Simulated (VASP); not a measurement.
# CdTe (F-43m) in VASP: settings compared

The runs below take CdTe through single point, with PBE0, RPBE+D3(BJ).

Everything below comes from runs of VASP 6.6.1. Logs are shortened: lines on timing, memory, paths and dates and some standing lists are left out, and cuts for length are marked.

**What was measured.**

From a printed reference work, data compilation, for a bulk crystal of CdTe at 0 K: band gap 1.607 eV.

How close the calculation comes is told below.

### 1 The cell of the first run

Symmetry: F-43m, No. 216, cubic system. The conventional cell has a = 6.452 Å, b = 6.452 Å, c = 6.452 Å, α = 90.00°, β = 90.00°, γ = 90.00°. Te (site symmetry -43m) has 4 Cd at 2.79 Å within 3.7 Å. Cd (site symmetry -43m) has 4 Te at 2.79 Å within 3.7 Å.

### 2 Single point, PBE0

POSCAR reads:

```
CdTe
1.0
    0.0000000000      3.2262257841      3.2262257841
    3.2262257841      0.0000000000      3.2262257841
    3.2262257841      3.2262257841      0.0000000000
Te Cd
1 1
Direct
    0.7500000000      0.7500000000      0.7500000000
    0.0000000000      0.0000000000      0.0000000000
```

INCAR.step1 reads:

```
ALGO = Normal
EDIFF = 1E-5
ENCUT = 520
GGA = PE
ISIF = 2
ISMEAR = -1
LASPH = T
LREAL = F
LWAVE = T
NBANDS = 16
NELM = 100
PREC = Accurate
SIGMA = 0.05
```

INCAR.step2 reads:

```
AEXX = 0.25
ALGO = Normal
EDIFF = 1E-6
ENCUT = 520
GGA = PE
ISIF = 2
ISMEAR = -1
ISTART = 1
LASPH = T
LCHARG = T
LELF = T
LHFCALC = T
LREAL = F
LVHAR = T
LWAVE = F
NBANDS = 16
NELM = 100
PREC = Accurate
PRECFOCK = Normal
SIGMA = 0.05
```

KPOINTS reads:

```
k-points
0
Gamma
  4 4 4
```

Potentials or basis: VASP PAW PBE potentials, release 64 (Te, Cd).

Started as:

```sh
> cat potpaw_PBE.64/Te/POTCAR potpaw_PBE.64/Cd/POTCAR > POTCAR
> cp INCAR.step1 INCAR
> mpirun -np 1 vasp_std > vasp.out
> cp INCAR.step2 INCAR
> mpirun -np 1 vasp_std > vasp.out
```

OUTCAR:

```text
AEXX = 0.25
   EDIFF = 1E-6
   ENCUT = 520
   GGA = PE
   ISIF = 2
   ISMEAR = -1
   ISTART = 1
   LASPH = T
   LHFCALC = T
   LREAL = F
   NELM = 100
   PREC = Accurate
   PRECFOCK = Normal

 ion  position               nearest neighbor table
   1  0.750  0.750  0.750-   2 2.79   2 2.79   2 2.79   2 2.79
   2  0.000  0.000  0.000-   1 2.79   1 2.79   1 2.79   1 2.79

  LATTYP: Found a face centered cubic cell.
 ALAT       =     6.4524515682

  Lattice vectors:

 A1 = (   0.0000000000,   3.2262257841,   3.2262257841)
 A2 = (   3.2262257841,   0.0000000000,   3.2262257841)
 A3 = (   3.2262257841,   3.2262257841,   0.0000000000)

Analysis of symmetry for initial positions (statically):
=====================================================================
 Subroutine PRICEL returns:
 Original cell was already a primitive cell.

 Routine SETGRP: Setting up the symmetry group for a
 face centered cubic supercell.

 Subroutine GETGRP returns: Found 24 space group operations
 (whereof 24 operations were pure point group operations)
 out of a pool of 48 trial point group operations.

The static configuration has the point symmetry T_d .

Analysis of symmetry for dynamics (positions and initial velocities):
=====================================================================
 Subroutine PRICEL returns:
 Original cell was already a primitive cell.

 Routine SETGRP: Setting up the symmetry group for a
 face centered cubic supercell.

 Subroutine GETGRP returns: Found 24 space group operations
 (whereof 24 operations were pure point group operations)
 out of a pool of 48 trial point group operations.

The dynamic configuration has the point symmetry T_d .

 Subroutine INISYM returns: Found 24 space group operations
 (whereof 24 operations are pure point group operations),
 and found     1 'primitive' translations

----------------------------------------------------------------------------------------

                                     Primitive cell

  volume of cell :      67.1606

  direct lattice vectors                    reciprocal lattice vectors
     0.000000000  3.226225784  3.226225784    -0.154979854  0.154979854  0.154979854
     3.226225784  0.000000000  3.226225784     0.154979854 -0.154979854  0.154979854
     3.226225784  3.226225784  0.000000000     0.154979854  0.154979854 -0.154979854

  length of vectors
     4.562572259  4.562572259  4.562572259     0.268432981  0.268432981  0.268432981

[... 70 lines left out ...]
   ISYM   =      3    0-nonsym 1-usesym 2-fastsym
   POTIM  = 0.5000    time-step for ionic-motion
   TEBEG  =    0.0;   TEEND  =   0.0 temperature during run
   PSTRESS=    0.0 pullay stress
   NELECT =      18.0000    total number of electrons
   NUPDOWN=      -1.0000    fix difference up-down
   EMIN   =  10.00;   EMAX   =-10.00  energy-range for DOS
   EFERMI =   0.00;   METHOD = LEGACY
   ISMEAR =    -1;   SIGMA  =   0.05  broadening in eV -4-tet -1-fermi 0-gaus
   EFERMI_NEDOS =   21; number of points for ismear=-14 and -15
   IALGO  =     38    algorithm
   IMIX   =      1    mixing-type and parameters
     AMIX     =   0.40;   BMIX     =  1.00
     AMIX_MAG =   1.60;   BMIX_MAG =  1.00
  volume/ion in A,a.u.               =      33.58       226.61
  Fermi-wavevector in a.u.,A,eV,Ry     =   1.055506  1.994618 15.158169  1.114094
  Thomas-Fermi vector in A             =   2.190707
   LORBIT       =      0    0 simple, 1 ext, 2 COOP (PROOUT), +10 PAW based schemes
   GGA     = PE    functional components
   LHFCALC =     T    Hartree Fock is set to
   PRECFOCK=normal    Normal, Fast or Accurate (Low or Medium for compatibility)
   ENCUT4O =  -1.0   cutoff for four orbital integrals eV
   NKREDX  =     1    reduce k-point grid by
   NKREDY  =     1    reduce k-point grid by
   NKREDZ  =     1    reduce k-point grid by
   AEXX    =    0.2500 exact exchange contribution
   HFSCREEN=    0.0000 screening length (either q_TF or 0.3 A-1)
   HFSCREENC=   0.0000 screening length for correlation (either q_TF or 0.3 A-1)
   ENCUTFOCK=  -1.0 apply spherical cutoff to Coloumb kernel
   IVDW    =     0    specifies the selected vdW correction
   LEPSILON=     F    determine dielectric tensor
   LRPA    =     F    only Hartree local field effects (RPA)
 non-spin polarized calculation
  energy-cutoff  :      520.00
  volume of cell :       67.16
 maximum number of plane-waves:      1820
 NGX is ok and might be reduce to    36
  NGX = 28; NGY = 28; NGZ = 28

 number of electron      17.9999994 magnetization

 Free energy of the ion-electron system (eV)
  ---------------------------------------------------
  ext. energy  EPLUGINS =         0.00000000
  ---------------------------------------------------
  free energy    TOTEN  =        -6.53985463 eV

  energy without entropy =       -6.53985463  energy(sigma->0) =       -6.53985463

 E-fermi :   2.6584     XC(G=0):  -6.8337

 val. band max:        1.6053464418   @ k =   0.0000   0.0000   0.0000
 cond. band min:       3.8976044304   @ k =   0.0000   0.0000   0.0000
 fundamental gap:      2.2922579886
 Fermi energy:         2.6583618491

 k-point     1 :       0.0000    0.0000    0.0000
  band No.  band energies     occupation
      1     -10.6717      2.00000
      2      -8.0914      2.00000
      3      -8.0914      2.00000
      4      -8.0914      2.00000
      5      -7.8166      2.00000
      6      -7.8166      2.00000
[... 129 lines left out ...]
      3      -7.9568      2.00000
      4      -7.8489      2.00000
      5      -7.8169      2.00000
      6      -7.0781      2.00000
[... 8 lines left out ...]
     15      14.6949      0.00000
     16      14.7887      0.00000

------------------------ aborting loop because EDIFF is reached ----------------------------------------

  FORCE on cell =-STRESS in cart. coord.  units (eV):
  Direction    XX          YY          ZZ          XY          YZ          ZX
  --------------------------------------------------------------------------------------
  -------------------------------------------------------------------------------------
  Total        0.9535142      0.9535142      0.9535142      0.0000000      0.0000000     -0.0000000
  in kB       22.7469657     22.7469657     22.7469657      0.0000000      0.0000000     -0.0000000
  external PRESSURE =      22.7469657 kB  Pullay stress =       0.0000000 kB

 VOLUME and BASIS-vectors are now :
 -----------------------------------------------------------------------------
  energy-cutoff  :      520.00
  volume of cell :       67.16
      direct lattice vectors                 reciprocal lattice vectors
     0.000000000  3.226225784  3.226225784    -0.154979854  0.154979854  0.154979854
     3.226225784  0.000000000  3.226225784     0.154979854 -0.154979854  0.154979854
     3.226225784  3.226225784  0.000000000     0.154979854  0.154979854 -0.154979854

 POSITION                                       TOTAL-FORCE (eV/Angst)
 -----------------------------------------------------------------------------------
      4.83934      4.83934      4.83934        -0.000000      0.000000      0.000000
      0.00000      0.00000      0.00000         0.000000     -0.000000     -0.000000
 -----------------------------------------------------------------------------------
    total drift:                               -0.000009     -0.000021     -0.000013

  FREE ENERGIE OF THE ION-ELECTRON SYSTEM (eV)
  ---------------------------------------------------
  free  energy   TOTEN  =        -6.5398546281 eV

  energy  without entropy=       -6.5398546280  energy(sigma->0) =       -6.53985463
```

OUTCAR.step1:

```text
EDIFF = 1E-5
   ENCUT = 520
   GGA = PE
   ISIF = 2
   ISMEAR = -1
[... 354 lines left out ...]
 -----------------------------------------------------------------------------------
      4.83934      4.83934      4.83934         0.000000      0.000000      0.000000
      0.00000      0.00000      0.00000        -0.000000     -0.000000     -0.000000
 -----------------------------------------------------------------------------------
    total drift:                                0.000000      0.000000      0.000000

  FREE ENERGIE OF THE ION-ELECTRON SYSTEM (eV)
  ---------------------------------------------------
  free  energy   TOTEN  =        -4.6947565317 eV

  energy  without entropy=       -4.6947402221  energy(sigma->0) =       -4.69474838
```

It took 11 min on 1 thread of Intel Xeon Platinum 8259CL at 2.50GHz (Skylake/Cascade Lake), shared host; peak memory 0.22 GiB.

Results:

| Quantity | Value |
| --- | --- |
| Free energy | -6.5399 eV |
| Pressure | 2.3 GPa |
| Band gap on the k mesh | 2.29 eV, direct |

Caveat: the k points lie up to 0.42 Å⁻¹ apart; the PAW data sets were made with another functional, which shifts forces and pressure a little; spin-orbit coupling is left out, which moves the levels of the heavy elements.

### 3 Single point, PBE0

This run uses another cell than the first one, of 34.24 Å³/atom, 1.020 times its volume.

POSCAR reads:

```
CdTe
1.0
    0.0000000000      3.2471758892      3.2471758892
    3.2471758892      0.0000000000      3.2471758892
    3.2471758892      3.2471758892      0.0000000000
Te Cd
1 1
Direct
    0.7500000000      0.7500000000      0.7500000000
    0.0000000000      0.0000000000      0.0000000000
```

INCAR.step1 reads:

```
SYSTEM = CdTe
  PREC = Accurate
  ENCUT = 520
  EDIFF = 1E-5
  ISMEAR = -1
  SIGMA = 0.05
  LREAL = .FALSE.
  LASPH = .TRUE.
  NELM = 100
  ALGO = Normal
  ISIF = 2
  LWAVE = .TRUE.
  GGA = PE
  NBANDS = 16
```

INCAR.step2 reads:

```
SYSTEM = CdTe
  PREC = Accurate
  ENCUT = 520
  EDIFF = 1E-6
  ISMEAR = -1
  SIGMA = 0.05
  LREAL = .FALSE.
  LASPH = .TRUE.
  NELM = 100
  ALGO = Normal
  ISIF = 2
  LWAVE = .FALSE.
  LCHARG = .TRUE.
  GGA = PE
  LHFCALC = .TRUE.
  AEXX = 0.25
  PRECFOCK = Normal
  LELF = .TRUE.
  LVHAR = .TRUE.
  ISTART = 1
  NBANDS = 16
```

KPOINTS reads:

```
Automatic mesh
0
G
  4 4 4
  0 0 0
```

Potentials or basis: VASP PAW PBE potentials, release 64 (Te, Cd).

Started as:

```sh
> cat potpaw_PBE.64/Te/POTCAR potpaw_PBE.64/Cd/POTCAR > POTCAR
> cp INCAR.step1 INCAR
> mpirun -np 1 vasp_std > vasp.out
> cp INCAR.step2 INCAR
> mpirun -np 1 vasp_std > vasp.out
```

OUTCAR:

```text
SYSTEM = CdTe
   PREC = Accurate
   ENCUT = 520
   EDIFF = 1E-6
   ISMEAR = -1
   LREAL = .FALSE.
   LASPH = .TRUE.
   NELM = 100
   ISIF = 2
   GGA = PE
   LHFCALC = .TRUE.
   AEXX = 0.25
   PRECFOCK = Normal
   ISTART = 1

 ion  position               nearest neighbor table
   1  0.750  0.750  0.750-   2 2.81   2 2.81   2 2.81   2 2.81
   2  0.000  0.000  0.000-   1 2.81   1 2.81   1 2.81   1 2.81

  LATTYP: Found a face centered cubic cell.
 ALAT       =     6.4943517784

  Lattice vectors:

 A1 = (   0.0000000000,   3.2471758892,   3.2471758892)
 A2 = (   3.2471758892,   0.0000000000,   3.2471758892)
 A3 = (   3.2471758892,   3.2471758892,   0.0000000000)

Analysis of symmetry for initial positions (statically):
=====================================================================
 Subroutine PRICEL returns:
 Original cell was already a primitive cell.

 Routine SETGRP: Setting up the symmetry group for a
 face centered cubic supercell.

 Subroutine GETGRP returns: Found 24 space group operations
 (whereof 24 operations were pure point group operations)
 out of a pool of 48 trial point group operations.

The static configuration has the point symmetry T_d .

Analysis of symmetry for dynamics (positions and initial velocities):
=====================================================================
 Subroutine PRICEL returns:
 Original cell was already a primitive cell.

 Routine SETGRP: Setting up the symmetry group for a
 face centered cubic supercell.

 Subroutine GETGRP returns: Found 24 space group operations
 (whereof 24 operations were pure point group operations)
 out of a pool of 48 trial point group operations.

The dynamic configuration has the point symmetry T_d .

 Subroutine INISYM returns: Found 24 space group operations
 (whereof 24 operations are pure point group operations),
 and found     1 'primitive' translations

----------------------------------------------------------------------------------------

                                     Primitive cell

  volume of cell :      68.4774

  direct lattice vectors                    reciprocal lattice vectors
     0.000000000  3.247175889  3.247175889    -0.153979956  0.153979956  0.153979956
     3.247175889  0.000000000  3.247175889     0.153979956 -0.153979956  0.153979956
     3.247175889  3.247175889  0.000000000     0.153979956  0.153979956 -0.153979956

  length of vectors
     4.592200182  4.592200182  4.592200182     0.266701107  0.266701107  0.266701107

  position of ions in fractional coordinates (direct lattice)
     0.750000000  0.750000000  0.750000000
     0.000000000  0.000000000  0.000000000

  ion indices of the primitive-cell ions
   primitive index   ion index
                 1           1
                 2           2

----------------------------------------------------------------------------------------

 KPOINTS: Automatic mesh

Automatic generation of k-mesh.
 Grid dimensions read from file:
 generate k-points for:    4    4    4
[... 21 lines left out ...]
  0.000000  0.000000  0.000000      1.000000
  0.250000  0.000000  0.000000      8.000000
  0.500000  0.000000  0.000000      4.000000
  0.250000  0.250000  0.000000      6.000000
  0.500000  0.250000  0.000000     24.000000
 -0.250000  0.250000  0.000000     12.000000
  0.500000  0.500000  0.000000      3.000000
 -0.250000  0.500000  0.250000      6.000000
   k-points           NKPTS =      8   k-points in BZ     NKDIM =     64   number of bands    NBANDS=     16
   number of dos      NEDOS =    301   number of ions     NIONS =      2
   total plane-waves  NPLWV =  46656
   dimension x,y,z NGX =    36 NGY =   36 NGZ =   36
   dimension x,y,z NGXF=    72 NGYF=   72 NGZF=   72
   ions per type =               1   1
   NGX,Y,Z   is equivalent  to a cutoff of  13.03, 13.03, 13.03 a.u.
   NGXF,Y,Z  is equivalent  to a cutoff of  26.07, 26.07, 26.07 a.u.
 SYSTEM =  CdTe
   PREC   = accura    normal or accurate (medium, high low for compatibility)
   ISTART =      1    job   : 0-new  1-cont  2-samecut
   ICHARG =      0    charge: 1-file 2-atom 10-const
   ISPIN  =      1    spin polarized calculation?
   LNONCOLLINEAR =      F non collinear calculations
   LSORBIT =      F    spin-orbit coupling
   LASPH  =      T    aspherical Exc in radial PAW
   ENCUT  =  520.0 eV  38.22 Ry    6.18 a.u.   8.54  8.54  8.54*2*pi/ulx,y,z
   NELM   =    100;   NELMIN=  2; NELMDL=  0     # of ELM steps
   EDIFF  = 0.1E-05   stopping-criterion for ELM
   LREAL  =      F    real-space projection
   EDIFFG = 0.1E-04   stopping-criterion for IOM
   NSW    =      0    number of steps for IOM
   IBRION =     -1    ionic relax: 0-MD 1-quasi-New 2-CG
   NFREE  =      0    steps in history (QN), initial steepest desc. (CG)
   ISIF   =      2    stress and relaxation
   ISYM   =      3    0-nonsym 1-usesym 2-fastsym
   POTIM  = 0.5000    time-step for ionic-motion
   TEBEG  =    0.0;   TEEND  =   0.0 temperature during run
   PSTRESS=    0.0 pullay stress
   NELECT =      18.0000    total number of electrons
   NUPDOWN=      -1.0000    fix difference up-down
   EMIN   =  10.00;   EMAX   =-10.00  energy-range for DOS
   EFERMI =   0.00;   METHOD = LEGACY
   ISMEAR =    -1;   SIGMA  =   0.05  broadening in eV -4-tet -1-fermi 0-gaus
   EFERMI_NEDOS =   21; number of points for ismear=-14 and -15
   IALGO  =     38    algorithm
   IMIX   =      1    mixing-type and parameters
     AMIX     =   0.40;   BMIX     =  1.00
     AMIX_MAG =   1.60;   BMIX_MAG =  1.00
  volume/ion in A,a.u.               =      34.24       231.05
  Fermi-wavevector in a.u.,A,eV,Ry     =   1.048697  1.981749 14.963205  1.099765
  Thomas-Fermi vector in A             =   2.183629
   LORBIT       =      0    0 simple, 1 ext, 2 COOP (PROOUT), +10 PAW based schemes
   GGA     = PE    functional components
   LHFCALC =     T    Hartree Fock is set to
   PRECFOCK=normal    Normal, Fast or Accurate (Low or Medium for compatibility)
   ENCUT4O =  -1.0   cutoff for four orbital integrals eV
   NKREDX  =     1    reduce k-point grid by
   NKREDY  =     1    reduce k-point grid by
   NKREDZ  =     1    reduce k-point grid by
   AEXX    =    0.2500 exact exchange contribution
   HFSCREEN=    0.0000 screening length (either q_TF or 0.3 A-1)
   HFSCREENC=   0.0000 screening length for correlation (either q_TF or 0.3 A-1)
   ENCUTFOCK=  -1.0 apply spherical cutoff to Coloumb kernel
   IVDW    =     0    specifies the selected vdW correction
   LEPSILON=     F    determine dielectric tensor
   LRPA    =     F    only Hartree local field effects (RPA)
 non-spin polarized calculation
  energy-cutoff  :      520.00
  volume of cell :       68.48
 maximum number of plane-waves:      1859
 NGX is ok and might be reduce to    36
  NGX = 28; NGY = 28; NGZ = 28

 number of electron      17.9999998 magnetization

 Free energy of the ion-electron system (eV)
  ---------------------------------------------------
  ext. energy  EPLUGINS =         0.00000000
  ---------------------------------------------------
  free energy    TOTEN  =        -6.55496538 eV

  energy without entropy =       -6.55496538  energy(sigma->0) =       -6.55496538

 E-fermi :   2.5021     XC(G=0):  -6.7665

 val. band max:        1.4296018790   @ k =   0.0000   0.0000   0.0000
 cond. band min:       3.6550895517   @ k =   0.0000   0.0000   0.0000
 fundamental gap:      2.2254876727
 Fermi energy:         2.5020735105

 k-point     1 :       0.0000    0.0000    0.0000
  band No.  band energies     occupation
      1     -10.7279      2.00000
      2      -8.2066      2.00000
      3      -8.2065      2.00000
      4      -8.2065      2.00000
      5      -7.9465      2.00000
      6      -7.9465      2.00000
[... 129 lines left out ...]
      3      -8.0788      2.00000
      4      -7.9768      2.00000
      5      -7.9462      2.00000
      6      -7.2388      2.00000
[... 8 lines left out ...]
     15      14.4275      0.00000
     16      14.5313      0.00000

------------------------ aborting loop because EDIFF is reached ----------------------------------------

  FORCE on cell =-STRESS in cart. coord.  units (eV):
  Direction    XX          YY          ZZ          XY          YZ          ZX
  --------------------------------------------------------------------------------------
  -------------------------------------------------------------------------------------
  Total        0.5683726      0.5683726      0.5683726     -0.0000000      0.0000000      0.0000000
  in kB       13.2983058     13.2983058     13.2983058     -0.0000000      0.0000000      0.0000000
  external PRESSURE =      13.2983058 kB  Pullay stress =       0.0000000 kB

 VOLUME and BASIS-vectors are now :
 -----------------------------------------------------------------------------
  energy-cutoff  :      520.00
  volume of cell :       68.48
      direct lattice vectors                 reciprocal lattice vectors
     0.000000000  3.247175889  3.247175889    -0.153979956  0.153979956  0.153979956
     3.247175889  0.000000000  3.247175889     0.153979956 -0.153979956  0.153979956
     3.247175889  3.247175889  0.000000000     0.153979956  0.153979956 -0.153979956

 POSITION                                       TOTAL-FORCE (eV/Angst)
 -----------------------------------------------------------------------------------
      4.87076      4.87076      4.87076         0.000000      0.000000      0.000000
      0.00000      0.00000      0.00000        -0.000000     -0.000000     -0.000000
 -----------------------------------------------------------------------------------
    total drift:                               -0.000011     -0.000015     -0.000008

  FREE ENERGIE OF THE ION-ELECTRON SYSTEM (eV)
  ---------------------------------------------------
  free  energy   TOTEN  =        -6.5549653814 eV

  energy  without entropy=       -6.5549653814  energy(sigma->0) =       -6.55496538
```

It took 10 min on 1 thread of Intel Xeon Platinum 8259CL at 2.50GHz (Skylake/Cascade Lake), shared host; peak memory 0.22 GiB.

What came out:

* Free energy: -6.5550 eV
* Pressure: 1.3 GPa
* Band gap on the k mesh: 2.23 eV, direct

Caveat: the PAW data sets were made with another functional, which shifts forces and pressure a little; spin-orbit coupling is left out, which moves the levels of the heavy elements.

[end of part 1 of 2]
